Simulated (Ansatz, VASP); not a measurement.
SrTiO3 in VASP and in Ansatz

```xyz
5
Lattice="3.9050 0.0000 0.0000 0.0000 3.9050 0.0000 0.0000 0.0000 3.9050" Properties=species:S:1:pos:R:3 pbc="T T T"
Sr    0.0000    0.0000    0.0000
Ti    1.9525    1.9525    1.9525
O     0.0000    1.9525    1.9525
O     1.9525    1.9525    0.0000
O     1.9525    0.0000    1.9525
```

Alike in both runs: task single point; functional PBE; k mesh 4 × 4 × 4; occupations gaussian, width 0.05 eV; no spin polarisation.

|  | VASP | Ansatz |
| --- | --- | --- |
| version | VASP 6.6.1 | Ansatz 0.2.0 |
| potentials or method | VASP PAW PBE potentials, release 64 (Sr_sv, Ti_sv, O) | scalar-relativistic, plane waves, PAW |
| plane-wave cutoff (eV) | 520 | 420 |
| valence electrons in the cell | 40 | 40 |

Ansatz gave:

- gap on the k mesh at the Fermi level (eV): 1.87
- least direct gap on the mesh (eV): 2.21
- pressure (GPa): 4.4

**Question.** What did VASP give for the same quantities?

**Answer.** gap on the k mesh at the Fermi level (eV): 1.84; least direct gap on the mesh (eV): 2.19; pressure (GPa): 5.0.

A k mesh can miss the band edges.
